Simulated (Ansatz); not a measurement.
KCl: XPS core lines

Cell: a refined structure from the COD, its atoms then relaxed with PBE in this cell, repeated to a supercell; a hole's nearest image is 7.3 Å away.

Space group Pm-3m (No. 221); a = 3.6340 Å.

```
site  Wyckoff  site symmetry       x       y       z
  K1       1a           m-3m  0.0000  0.0000  0.0000
 Cl9       1b           m-3m  0.5000  0.5000  0.5000
```

One atom of each set is listed; the run and its k-mesh use a cell of 16 atoms with edges of 7.27, 7.27, 7.27 Å.

All values are calculated (Ansatz; DFT, PBE, plane waves and PAW, scalar-relativistic, 420 eV cutoff, Γ-centred 3×3×3 k-points, fixed occupations), not measured.

Each value is a total-energy difference between the cell with one core hole and the ground state (ΔSCF), counted from the top of the valence band. The cell with the hole is spin-polarised, as the shell with the hole is left with one unpaired spin. The periodic images are corrected with the calculated ε∞ = 2.74.

**Question.** What binding energies does the calculation give for K 2p, Cl 2p?

**Answer.** 

```csv
line,atom,first shell,E_B (eV),j = l + ½ / j = l − ½ (eV)
K 2p,1,8 Cl at 3.15 Å,290.9,289.9 / 292.7
Cl 2p,9,8 K at 3.15 Å,196.7,196.2 / 197.8
```

For p, d and f shells E_B is the weighted mean of the two lines, whose splitting comes from the free atom's Dirac orbitals.

The program doubts some values: the potential far from the hole hasn't levelled off. Absolute PBE values can be off by an eV or more. Multiplets, satellites and widths aren't calculated.

The run took 71 s of wall time (71 s of CPU time) and 0.79 GiB at its peak, on 1 thread of Arm Neoverse V1 (aarch64; 8 cores open to the job, memory cap 2.5 GiB, no GPU), a shared host with a load of 1.8 a core.
